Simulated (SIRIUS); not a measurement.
Runs of SIRIUS 7.10.0 on Hf. The typed cell holds 1 atom: a = 2.880 Å, b = 3.093 Å, c = 3.172 Å, α = 104.64°, β = 108.16°, γ = 109.13°. This isn't the form of Hf at room conditions, which is hcp.

```csv
level,gap on the mesh (eV),pressure (GPa),relaxed volume (Å³/atom)
PBEsol+D3,none,0.0,21.04
PBEsol+D4,none,0.0,21.61
PBEsol,none,0.0,(a)
PBEsol+D3(BJ),none,0.0,20.93
```

Alike in all rows: task relaxation of cell and atoms; potentials or basis PseudoDojo 0.4.1 PBE standard (scalar relativistic); no spin polarisation; cell relaxed; k mesh 5 × 4 × 4; cutoff (eV) 807; smearing fermi-dirac 0.05 eV; the mesh is coarse, so values aren't converged.

Question: Fill in the values left out.

Answer: (a) 21.77.

Caveats: all runs use coarse meshes; the potentials were made for another functional, which shifts forces and pressure; pairwise dispersion overbinds metals, which lowers pressure and volume (some runs).

A k mesh can miss the band edges, and the runs leave out spin-orbit coupling on Hf.

A gap of «none» marks a metal or a gap under the smearing width.

Runs at the PBE level aren't shown here.
